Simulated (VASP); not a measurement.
ZnSe (Stilleite): relaxation of the atoms with PBE

The system is ZnSe (Stilleite).

```
Zn Se
1.0
     0.00000    2.92575    2.92575
     2.92575    0.00000    2.92575
     2.92575    2.92575    0.00000
Zn Se
1 1
Cartesian
  5.8515 5.8515 5.8515
  1.4629 1.4629 1.4629
```

The cell isn't the ideal one: a relaxed cell with its volume scaled by 1.06.

```json
{
 "Program": "VASP 6.6.1",
 "Task": "relaxation of the atoms",
 "Functional": "PBE",
 "Potentials or basis": "VASP PAW PBE potentials, release 64 (Zn, Se)",
 "Cutoff": "600 eV",
 "k mesh": "8 × 8 × 8",
 "Occupations": "gaussian, width 0.03 eV",
 "Spin": "no spin polarisation",
 "Further INCAR settings": "ALGO = Normal; EDIFF = 1e-07; IBRION = 2; EDIFFG = -0.01; NSW = 40"
}
```

```json
{
  "Pressure after relaxing": "-2.9 GPa",
  "Band gap on the k mesh": "0.92 eV, direct"
}
```

Final structure:
```
Zn Se
1.0
     0.00000    2.92575    2.92575
     2.92575    0.00000    2.92575
     2.92575    2.92575    0.00000
Zn Se
1 1
Cartesian
  0.0000 0.0000 0.0000
  1.4629 1.4629 1.4629
```

Levels at points of the mesh, in eV from the valence-band top:
```tsv
k point	band 7	band 8	band 9	band 10	band 11	band 12
(0.00, 0.00, 0.00)	0.00	0.00	0.00	0.92	5.82	5.82
(0.50, 0.00, 0.00)	-4.65	-0.74	-0.74	2.37	6.38	6.38
(0.50, 0.50, 0.00)	-4.35	-1.86	-1.86	3.19	3.43	10.08
```

Wall time 23 s on 1 thread of Intel(R) Xeon(R) Platinum 8259CL CPU @ 2.50GHz (Skylake/Cascade Lake) (shared host), peak memory 0.21 GiB.

Caveat: the relaxation stopped at its first step, so nothing moved.
